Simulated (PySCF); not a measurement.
An unknown is described by computed data only.

Formula: C5H6.

- Rotational structure: rotational constants A, B, C: 35.073, 2.356, 2.241 GHz [GFN2-xTB]
- Couplings: largest of the computed one-bond spin–spin couplings (means over like bonds): 13C–1H +175.1 (×2), 13C–1H +167.3, 13C–1H +166.7, 13C–1H +162.9, 13C–1H +161.7, 13C–13C +113.1, 13C–13C +111.0, 13C–13C +78.1 Hz [B3LYP/pcJ-1, spin–dipole term left out]
- 1H NMR: chemical shifts (computed TMS as zero) by class: 6.45 (1 H), 6.05 (1 H), 5.44 (1 H), 5.27 (1 H), 5.17 (2 H) ppm [GIAO PBE0/pcSseg-1]
- 13C NMR: chemical shifts (computed TMS as zero) by class: 226.8 (1 C), 141.6 (1 C), 121.8 (1 C), 100.5 (1 C), 79.6 (1 C) ppm [GIAO PBE0/pcSseg-1]
- Dipole: 0.25 D [PBE0/pcSseg-1]

Electronic properties: PySCF, gas phase, density fitting. Levels stand in brackets. Geometry: GFN2-xTB, one conformer, isolated molecule. NMR values are class means; diastereotopic atoms form classes of their own.

Question: Propose a structure and show how it fits.

Answer: Numbering: `[CH2:1]=[C:2]=[CH:3][CH:4]=[CH2:5]`. Its formula, C5H6, gives 3 degrees of unsaturation: 0 rings and 3 π bonds in the structure found. 5 carbons fall into 5 classes; from least to most shielded: central carbon of cumulated double bonds [C2] (226.8 ppm), alkene CH carbon [C4] (141.6 ppm), terminal =CH2 carbon [C5] (121.8 ppm), outer carbon of cumulated double bonds [C3] (100.5 ppm), outer carbon of cumulated double bonds [C1] (79.6 ppm). Hydrogen classes from least to most shielded: 1 H on an alkene CH carbon, C4 (6.45 ppm), 1 H on an outer carbon of cumulated double bonds, C3 (6.05 ppm), 1 H on a terminal =CH2 carbon, C5 (5.44 ppm), 1 H on a terminal =CH2 carbon, C5 (5.27 ppm), 2 H on an outer carbon of cumulated double bonds, C1 (5.17 ppm). The couplings run between: +175.1 Hz, outer carbon of cumulated double bonds [C1] and its hydrogen (with 1 like pair); +167.3 Hz, outer carbon of cumulated double bonds [C3] and its hydrogen; +166.7 Hz, terminal =CH2 carbon [C5] and its hydrogen; +162.9 Hz, alkene CH carbon [C4] and its hydrogen; +161.7 Hz, terminal =CH2 carbon [C5] and its hydrogen; +113.1 Hz, outer carbon of cumulated double bonds [C1] and central carbon of cumulated double bonds [C2]; +111.0 Hz, central carbon of cumulated double bonds [C2] and outer carbon of cumulated double bonds [C3]; +78.1 Hz, alkene CH carbon [C4] and terminal =CH2 carbon [C5]. The optimised geometry has point group Cs and is an asymmetric top. Structure: `C=C=CC=C`. Computed isomers that give other values at the same levels: `C=CC#CC` (smallest rotational constant: 2.070 GHz; this holds for the one conformer computed); `C1=CCC=C1` (13C chemical shifts (computed TMS as zero) by class: 141.6 (2 C), 139.8 (2 C), 45.7 (1 C) ppm); `C=CC1=CC1` (rotational constant A: 15.764 GHz; this holds for the one conformer computed). The assignments are read from this structure; whether some other isomer fits the data as well wasn't checked.

Shape of the structure used: `[CH2:1]=[C:2]=[CH:3][CH:4]=[CH2:5]`: C2–C3–C4–C5 180°.
